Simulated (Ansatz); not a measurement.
# MoS2 (P6_3/mmc): one cell, many starting occupations, part 1 of 3

Aim: start the open shells of MoS2 (P6_3/mmc) from different occupation matrices at one fixed cell, and see in which states the SCF ends. Cell and atoms stay fixed.

Method: DFT PBEsol without U, plane waves, PAW, in Ansatz 0.2.0.

### Step 1. The system as given

The structure is hexagonal, space group P6_3/mmc (No. 194). The conventional cell has a = 3.161 Å, b = 3.161 Å, c = 12.295 Å, α = 90.00°, β = 90.00°, γ = 120.00°. Mo (site symmetry -6m2) has 6 S at 2.37 Å as nearest neighbours. Around S (site symmetry 3m) lie 3 Mo at 2.37 Å.

Structure file:

```xyz
6
Lattice="3.1610 0.0000 0.0000 -1.5805 2.7375 0.0000 0.0000 0.0000 12.2950" Properties=species:S:1:pos:R:3 pbc="T T T"
Mo    0.0000    1.8250    3.0737
Mo    1.5805    0.9125    9.2212
S     0.0000    1.8250    7.7151
S     1.5805    0.9125    1.5676
S     0.0000    1.8250   10.7274
S     1.5805    0.9125    4.5799
```

Magnetic order typed: ferromagnetic.

The runs: from atoms, symmetry kept, no search; natural orbitals of the symmetric run, filled by rank; random orbitals: single harmonics, first filling; random orbitals: fully mixed, first filling; random orbitals: drawn by pairs, first filling; from atoms, default search.

### Step 2. From atoms, symmetry kept, no search

File input.yaml:

```yaml
crystal:
  lattice:
    - [3.16100152, 0.0, 0.0]
    - [-1.58050076, 2.73750762, 0.0]
    - [0.0, 0.0, 12.2949997]
  atoms:
    - { symbol: Mo, position: [0.3333333333, 0.6666666667, 0.25], spin: 2.0 }
    - { symbol: Mo, position: [0.6666666667, 0.3333333333, 0.75], spin: 2.0 }
    - { symbol: S, position: [0.3333333333, 0.6666666667, 0.6275] }
    - { symbol: S, position: [0.6666666667, 0.3333333333, 0.1275] }
    - { symbol: S, position: [0.3333333333, 0.6666666667, 0.8725] }
    - { symbol: S, position: [0.6666666667, 0.3333333333, 0.3725] }
basis:
  ecutwfc: 420
  ecutrho_ratio: 4
kpoints:
  mp_grid: { grid: [7, 7, 2] }
hamiltonian:
  xc: pbesol
scf:
  occupations: { method: gaussian, width: 0.05 }
  lower_state_search: "off"
  max_iter: 150
output:
  forces: true
  stress: true
  eigenvalues: true
  populations: true
  hubbard: { sites: [{ site: 0, l: d }, { site: 1, l: d }] }
magnetization:
  spin_polarized: true
```

Run with:

```
$ ansatz run input.yaml --threads 4 --pin off --max-ram 6144MiB --backend cpu --events-out ev --progress --plain --runs-dir out
```

The program printed, cut to the lines that bear on the results:

```text
Warning: RAYON_NUM_THREADS=4 ignored (pool sized by the plan → 4); use --threads N
[...]
Pseudopotentials: kind: paw
Pseudopotential: Mo, paw, valence charge 14, recommended cutoff 420 eV (normal), Mo.paw.azcp
Pseudopotential: S, paw, valence charge 6, recommended cutoff 420 eV (normal), S.paw.azcp
Functional definition: PBEsol
[...]
Crystal: 6 atoms, lattice volume = 106.392 Å³
Basis set: ecut = 420 eV, 2057 PW (Γ), exchange–correlation on 48×48×180 points (8 copies of the dense FFT grid, shifted against one another)
Bands: 34, of which v1, the nominal top of the filled ones, is band 26 counted from 1 (25 counted from 0)
Symmetry: 24 space group operations
Space group: P63/mmc (ITA 194), of the structure as read, at distance tolerance 4.7e-5 Å
Magnetic group: BNS 194.263 (UNI 1493), of the structure as read, at distance tolerance 4.7e-5 Å
k-points: 16 of 98
[...]
WARN: the starting moments were not kept: the SCF closed with an absolute magnetisation of 4.6e-6 μB, where they sum to 4 μB in size (2 sites). That is at most 0.1 of that sum. Measured as dr2_m measures the in/out step, that magnetisation stands 1.1e-12 eV from none, at or under the [...]
     1     Mo     13.7259     0.0000
     2      S      6.0307    -0.0000
     3      S      6.0307    -0.0000
     4      S      6.0307    -0.0000
     5      S      6.0307    -0.0000
  spilling = 0.008179 (of n_electrons = 52.000000)
--- Occupation matrices: 2 shells (Löwdin-built; ε = 2.00e-2, provisional) ---
  Mo0 d_4D: site group D3h (-6m2)
  Mo0 d_4D up     Tr n = 2.6244  λ = 0.485 0.485 0.535 0.535 0.584  [2× xz 0.50 E''(1.00) | 2× x2-y2 0.50 E'(1.00) | z2 1.00 A1'(1.00)]
  Mo0 d_4D dn     Tr n = 2.6244  λ = 0.485 0.485 0.535 0.535 0.584  [2× xz 0.50 E''(1.00) | 2× x2-y2 0.50 E'(1.00) | z2 1.00 A1'(1.00)]
  Mo1 d_4D: site group D3h (-6m2)
  Mo1 d_4D up     Tr n = 2.6244  λ = 0.485 0.485 0.535 0.535 0.584  [2× xz 0.50 E''(1.00) | 2× x2-y2 0.50 E'(1.00) | z2 1.00 A1'(1.00)]
  Mo1 d_4D dn     Tr n = 2.6244  λ = 0.485 0.485 0.535 0.535 0.584  [2× xz 0.50 E''(1.00) | 2× x2-y2 0.50 E'(1.00) | z2 1.00 A1'(1.00)]
  Tr n, λ and their labels are of the run-group-symmetrised matrices; stabiliser: 48 of 48 elements of G0×{1,Θ} (closed), max defect 5.1e-7 at τ = 4.2e-3
```

It took 3.6 s on 4 threads of Arm Neoverse V1, shared host; peak memory 0.49 GiB.

Result: a gap on the mesh of 0.96 eV, pressure 3.9 GPa, no moment over 0.05 μB in any sphere, largest force component 0.94 eV/Å, 24 symmetry operations imposed.

The shells' filling, with natural orbitals sorted by occupation:

```csv
shell,channel,electrons,over 0.8,0.2 to 0.8,under 0.2
Mo 4d (atom 1),up,2.62,0,5,0
Mo 4d (atom 1),down,2.62,0,5,0
```

### Step 3. Natural orbitals of the symmetric run, filled by rank

Changes to input.yaml since step 2:

```diff
@@ -19,2 +19,36 @@
   xc: pbesol
+  hubbard:
+    sites:
+      - { site: 0, l: d, u_eff: 0.0, starting_ns: [{ spin: up, occupation_matrix: s0up }, { spin: down, occupation_matrix: s0down }] }
+      - { site: 1, l: d, u_eff: 0.0, starting_ns: [{ spin: up, occupation_matrix: s1up }, { spin: down, occupation_matrix: s1down }] }
+    occupation_matrices:
+      s0up:
+        matrix:
+          - [0.97, 0.0, 0.0, 0.0, 0.0]
+          - [0.0, 0.02, 0.0, 0.0, 0.0]
+          - [0.0, 0.0, 0.02, 0.0, 0.0]
+          - [0.0, 0.0, 0.0, 0.02, 0.0]
+          - [0.0, 0.0, 0.0, 0.0, 0.97]
+      s0down:
+        matrix:
+          - [0.02, 0.0, 0.0, 0.0, 0.0]
+          - [0.0, 0.02, 0.0, 0.0, 0.0]
+          - [0.0, 0.0, 0.02, 0.0, 0.0]
+          - [0.0, 0.0, 0.0, 0.02, 0.0]
+          - [0.0, 0.0, 0.0, 0.0, 0.02]
+      s1up:
+        matrix:
+          - [0.97, 0.0, 0.0, 0.0, 0.0]
+          - [0.0, 0.02, 0.0, 0.0, 0.0]
+          - [0.0, 0.0, 0.02, 0.0, 0.0]
+          - [0.0, 0.0, 0.0, 0.02, 0.0]
+          - [0.0, 0.0, 0.0, 0.0, 0.97]
+      s1down:
+        matrix:
+          - [0.02, 0.0, 0.0, 0.0, 0.0]
+          - [0.0, 0.02, 0.0, 0.0, 0.0]
+          - [0.0, 0.0, 0.02, 0.0, 0.0]
+          - [0.0, 0.0, 0.0, 0.02, 0.0]
+          - [0.0, 0.0, 0.0, 0.0, 0.02]
+    ns_hold: { iters: 10 }
 scf:
@@ -29,2 +63,6 @@
   hubbard: { sites: [{ site: 0, l: d }, { site: 1, l: d }] }
+  write_density: true
+  write_potential: true
+  elf: true
+  volumetric_format: npy
 magnetization:
```

The typed matrices put 0.97 on the chosen orbitals and 0.02 on the others, and are held for 10 cycles.

Run with:

```
$ ansatz run input.yaml --threads 4 --pin off --max-ram 6144MiB --backend cpu --events-out ev --progress --plain --runs-dir out
```

The program printed, cut to the lines that bear on the results:

```text
Warning: crystal.symmetry: narrowed to the stabiliser of the occupation matrices — unitary ops 24 → 8; lowered by the specified shells (site 0, l: d), (site 1, l: d); largest admitted image defect 4.4e-16, smallest excluded 7.1e-1 — at a splitting's scale: the group the occupation [...]
Warning: RAYON_NUM_THREADS=4 ignored (pool sized by the plan → 4); use --threads N
Mo: projections on atomic orbitals take those of the free atom [Ar 3d10] 4s2 4p6 4d5 5s1, of charge +0.00 (hamiltonian.pseudopotentials.projection_atoms); the dataset's partial waves leave at most 6.0e-6 of an orbital's norm unspanned inside its sphere
S: projections on atomic orbitals take those of the free atom [Ne] 3s2 3p4, of charge +0.00 (hamiltonian.pseudopotentials.projection_atoms); the dataset's partial waves leave at most 1.6e-7 of an orbital's norm unspanned inside its sphere
[...]
WARN: the starting moments were not kept: the SCF closed with an absolute magnetisation of 2.0e-6 μB, where they sum to 4 μB in size (2 sites). That is at most 0.1 of that sum. Measured as dr2_m measures the in/out step, that magnetisation stands 2.8e-13 eV from none, at or under the [...]
WARN: hamiltonian.hubbard: on 4 of 4 specified blocks the occupation matrix of this SCF's result fails the test of the specified filling. At site 0 ↑ (sites count from 0 in the list of atoms of the cell that this SCF solves) the least filled combination of the orbitals specified full has [...]
  specified occupation → Mo0 d_4D up: matrix, ‖Δ‖_F = 1.0143, Tr Δ = -0.6130, displaced = 1.1293, d_λ = 1.0143; orbital distance = 0.7071
  specified occupation → Mo0 d_4D dn: matrix, ‖Δ‖_F = 1.1271, Tr Δ = -2.5130, displaced = 1.2565, d_λ = 1.1271; orbital distance = 0.0000
  Mo1 d_4D: site group D3h (-6m2)
  Mo1 d_4D up     Tr n = 2.6130  λ = 0.481 0.481 0.534 0.534 0.583  [2× xz 0.50 E''(1.00) | 2× x2-y2 0.50 E'(1.00) | z2 1.00 A1'(1.00)]
  Mo1 d_4D dn     Tr n = 2.6130  λ = 0.481 0.481 0.534 0.534 0.583  [2× xz 0.50 E''(1.00) | 2× x2-y2 0.50 E'(1.00) | z2 1.00 A1'(1.00)]
  specified occupation → Mo1 d_4D up: matrix, ‖Δ‖_F = 1.0143, Tr Δ = -0.6130, displaced = 1.1293, d_λ = 1.0143; orbital distance = 0.7071
  specified occupation → Mo1 d_4D dn: matrix, ‖Δ‖_F = 1.1271, Tr Δ = -2.5130, displaced = 1.2565, d_λ = 1.1271; orbital distance = 0.0000
  Tr n, λ and their labels are of the run-group-symmetrised matrices; stabiliser: 48 of 48 elements of G0×{1,Θ} (closed), max defect 4.5e-7 at τ = 4.2e-3
```

Run time: 19 s. Hardware: 4 threads of Arm Neoverse V1, shared host; peak memory 0.6 GiB.

End state: a gap on the mesh of 0.96 eV, pressure 3.9 GPa, no moment over 0.05 μB in any sphere, largest force component 0.94 eV/Å, 8 symmetry operations imposed. The program reports that the typed filling wasn't kept.

The shells' filling, with natural orbitals sorted by occupation:

```
         shell  channel  electrons  over 0.8  0.2 to 0.8  under 0.2
Mo 4d (atom 1)       up       2.61         0           5          0
Mo 4d (atom 1)     down       2.61         0           5          0
```

Density in a lattice plane of the grid's cell (edges 3.16 and 12.29 Å, at 0.333 of the third edge), which holds Mo and S.

Ten even steps from '0' (0.03 e/Å³) to '9' (6.50 e/Å³):
```
000000
000000
000000
000252
000796
000252
000000
000000
000000
000000
000000
000111
000101
000010
010000
000010
000101
000111
000000
000000
```
Columns run along the first of these edges and rows up along the second, over one cell in 6 and 20 even steps from the bottom left corner. Atoms in the plane (fractional): Mo at (0.67, 0.75), S at (0.67, 0.13), S at (0.67, 0.37).

ELF in the same plane.

Values, 12 rows by 6 columns:
```
0.63 0.76 0.61 0.20 0.07 0.19
0.58 0.71 0.57 0.25 0.29 0.24
0.21 0.27 0.24 0.75 0.38 0.73
0.58 0.71 0.57 0.24 0.29 0.24
0.63 0.76 0.61 0.20 0.07 0.19
0.03 0.04 0.03 0.11 0.27 0.11
0.63 0.09 0.62 0.89 0.87 0.89
0.58 0.16 0.57 0.79 0.46 0.78
0.21 0.41 0.24 0.19 0.21 0.19
0.58 0.16 0.57 0.79 0.46 0.78
0.63 0.09 0.62 0.89 0.87 0.89
0.03 0.04 0.03 0.11 0.27 0.11
```
Columns run along the first of these edges and rows up along the second, over one cell in 6 and 12 even steps from the bottom left corner. Atoms in the plane (fractional): Mo at (0.67, 0.75), S at (0.67, 0.13), S at (0.67, 0.37).

Both are smooth fields of the valence electrons: close to the nuclei they are not physical.

The highest ELF values outside the cores: 0.95 beside S, off the lines to its neighbours, 1.0 Å from S; 0.86 on the S–Mo line, 0.8 Å from S.

### Step 4. Random orbitals: single harmonics, first filling

Changes to input.yaml since step 3:

```diff
@@ -29,4 +29,4 @@
           - [0.0, 0.0, 0.02, 0.0, 0.0]
-          - [0.0, 0.0, 0.0, 0.02, 0.0]
-          - [0.0, 0.0, 0.0, 0.0, 0.97]
+          - [0.0, 0.0, 0.0, 0.97, 0.0]
+          - [0.0, 0.0, 0.0, 0.0, 0.02]
       s0down:
@@ -43,4 +43,4 @@
           - [0.0, 0.0, 0.02, 0.0, 0.0]
-          - [0.0, 0.0, 0.0, 0.02, 0.0]
-          - [0.0, 0.0, 0.0, 0.0, 0.97]
+          - [0.0, 0.0, 0.0, 0.97, 0.0]
+          - [0.0, 0.0, 0.0, 0.0, 0.02]
       s1down:
@@ -52,3 +52,3 @@
           - [0.0, 0.0, 0.0, 0.0, 0.02]
-    ns_hold: { iters: 10 }
+    ns_hold: { iters: 12 }
 scf:
```

The typed matrices put 0.97 on the chosen orbitals and 0.02 on the others, and are held for 12 cycles.

Run with:

```
$ ansatz run input.yaml --threads 4 --pin off --max-ram 6144MiB --backend cpu --events-out ev --progress --plain --runs-dir out
```

The program printed, cut to the lines that bear on the results:

```text
Warning: crystal.symmetry: narrowed to the stabiliser of the occupation matrices — unitary ops 24 → 8; lowered by the specified shells (site 0, l: d), (site 1, l: d); largest admitted image defect 4.4e-16, smallest excluded 7.1e-1 — at a splitting's scale: the group the occupation [...]
Warning: RAYON_NUM_THREADS=4 ignored (pool sized by the plan → 4); use --threads N
Mo: projections on atomic orbitals take those of the free atom [Ar 3d10] 4s2 4p6 4d5 5s1, of charge +0.00 (hamiltonian.pseudopotentials.projection_atoms); the dataset's partial waves leave at most 6.0e-6 of an orbital's norm unspanned inside its sphere
S: projections on atomic orbitals take those of the free atom [Ne] 3s2 3p4, of charge +0.00 (hamiltonian.pseudopotentials.projection_atoms); the dataset's partial waves leave at most 1.6e-7 of an orbital's norm unspanned inside its sphere
[...]
WARN: the starting moments were not kept: the SCF closed with an absolute magnetisation of 3.6e-6 μB, where they sum to 4 μB in size (2 sites). That is at most 0.1 of that sum. Measured as dr2_m measures the in/out step, that magnetisation stands 7.7e-13 eV from none, at or under the [...]
WARN: hamiltonian.hubbard: on 4 of 4 specified blocks the occupation matrix of this SCF's result fails the test of the specified filling. At site 0 ↑ (sites count from 0 in the list of atoms of the cell that this SCF solves) the least filled combination of the orbitals specified full has [...]
  specified occupation → Mo0 d_4D up: matrix, ‖Δ‖_F = 1.0143, Tr Δ = -0.6130, displaced = 1.1293, d_λ = 1.0143; orbital distance = 0.7071
  specified occupation → Mo0 d_4D dn: matrix, ‖Δ‖_F = 1.1271, Tr Δ = -2.5130, displaced = 1.2565, d_λ = 1.1271; orbital distance = 0.0000
  Mo1 d_4D: site group D3h (-6m2)
  Mo1 d_4D up     Tr n = 2.6130  λ = 0.481 0.481 0.534 0.534 0.583  [2× xz 0.50 E''(1.00) | 2× x2-y2 0.50 E'(1.00) | z2 1.00 A1'(1.00)]
  Mo1 d_4D dn     Tr n = 2.6130  λ = 0.481 0.481 0.534 0.534 0.583  [2× xz 0.50 E''(1.00) | 2× x2-y2 0.50 E'(1.00) | z2 1.00 A1'(1.00)]
  specified occupation → Mo1 d_4D up: matrix, ‖Δ‖_F = 1.0143, Tr Δ = -0.6130, displaced = 1.1293, d_λ = 1.0143; orbital distance = 0.7071
  specified occupation → Mo1 d_4D dn: matrix, ‖Δ‖_F = 1.1271, Tr Δ = -2.5130, displaced = 1.2565, d_λ = 1.1271; orbital distance = 0.0000
  Tr n, λ and their labels are of the run-group-symmetrised matrices; stabiliser: 48 of 48 elements of G0×{1,Θ} (closed), max defect 5.6e-7 at τ = 4.2e-3
```

It took 24 s on 4 threads of Arm Neoverse V1, shared host; peak memory 0.61 GiB.

It ends with a gap on the mesh of 0.96 eV, pressure 3.9 GPa, no moment over 0.05 μB in any sphere, largest force component 0.94 eV/Å, 8 symmetry operations imposed. The program reports that the typed filling wasn't kept.

How the shells are filled (orbitals counted by the eigenvalues of the occupation matrices):

```csv
shell,channel,electrons,over 0.8,0.2 to 0.8,under 0.2
Mo 4d (atom 1),up,2.61,0,5,0
Mo 4d (atom 1),down,2.61,0,5,0
```

Density in a lattice plane of the grid's cell (edges 3.16 and 12.29 Å, at 0.333 of the third edge), which holds Mo and S.

Ten even steps from '0' (0.03 e/Å³) to '9' (6.50 e/Å³):
```
000000
000000
000000
000252
000796
000252
000000
000000
000000
000000
000000
000111
000101
000010
010000
000010
000101
000111
000000
000000
```
Columns run along the first of these edges and rows up along the second, over one cell in 6 and 20 even steps from the bottom left corner. Atoms in the plane (fractional): Mo at (0.67, 0.75), S at (0.67, 0.13), S at (0.67, 0.37).

ELF in the same plane.

Ten even steps from ' ' (0.02) to '@' (0.94):
```
==**==      
##%%**::..::
####**--..::
::++::==##==
::::::##--##
::++::==##==
####**--..::
##%%**::..::
==**==      
        ::  
==  ==@@@@@@
##..**%%++%%
##..**##..##
::..::******
::==::..::..
::..::******
##..**##..##
##..**%%++%%
==  ==@@@@@@
        ::  
```
Columns run along the first of these edges and rows up along the second, over one cell in 6 and 20 even steps from the bottom left corner. Atoms in the plane (fractional): Mo at (0.67, 0.75), S at (0.67, 0.13), S at (0.67, 0.37).

Both are smooth fields of the valence electrons: close to the nuclei they are not physical.

Maxima of ELF outside the ion cores: 0.95 beside S, off the lines to its neighbours, 1.0 Å from S; 0.86 on the S–Mo line, 0.8 Å from S.

(Continued in part 2 of 3.)
